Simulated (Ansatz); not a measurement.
# KCl, space group Fm-3m: Wannier functions of the valence bands

Program: Ansatz 0.2.0, Python API.

The script reads `POSCAR_kcl`:
```text
KCl
1.0
   0.00000000    3.14647000    3.14647000
   3.14647000    0.00000000    3.14647000
   3.14647000    3.14647000    0.00000000
K Cl
1 1
Direct
   0.00000000    0.00000000    0.00000000
   0.50000000    0.50000000    0.50000000
```

The cells in order, each with its output:

**Cell 1**
```python
from pathlib import Path
import warnings

import ansatz as az
from ase.io import read
import tomllib
```

**Cell 2**
```python
warnings.simplefilter('ignore', az.DeckWarning)
```

**Cell 3**
```python
atoms = read('POSCAR_kcl', format='vasp')
system = az.Crystal.from_ase(atoms)
```

**Cell 4**
```python
job = (
    system.calculation()
    .functional('pbesol')
    .basis(39 * az.Ry)
    .scf(max_iterations=60, extra_bands=6)
    .mixing('anderson', ndim=8, beta=0.2)
    .kpoints(3, center='monkhorst-pack')
    .occupations('fixed')
    .wannier(mesh=(4, 4, 4), projections=[az.TrialShell('Cl', 'p')], minimise=True)
)
result = job.run(threads=1, runs_dir='w90')
spreads = tomllib.loads(Path(result.output_folder, 'results', 'wannier.spreads.toml').read_text())
print('converged:', spreads['converged'], 'in', spreads['n_iter'], 'steps; least projectability', round(spreads['least_projectability'], 3))
print('invariant, diagonal, off-diagonal spread (A^2):', *(round(spreads[k], 4) for k in ('omega_i_ang2', 'omega_d_ang2', 'omega_od_ang2')))
for function in spreads['wannier']:
    print('centre', [round(v, 3) for v in function['r']], 'spread', round(function['spread'], 4))
```
Output:
```text
converged: True in 20 steps; least projectability 0.979
invariant, diagonal, off-diagonal spread (A^2): 4.2378 0.0 0.0145
centre [3.146, 3.146, 3.146] spread 1.4175
centre [3.146, 3.146, 3.146] spread 1.4175
centre [3.146, 3.146, 3.146] spread 1.4175
```

Reading the output:
- These settings explore the input space; cutoff and mesh may be short of convergence.
- Energy and stress may still move on a finer k-point mesh.
- The starting cell is as deposited in a crystallographic database; the results hold for this polymorph, which needn't be the stable one.
- Finished in 3.6 s on 1 thread of Arm Neoverse N1, with other jobs on the host, peak memory 0.4 GiB.
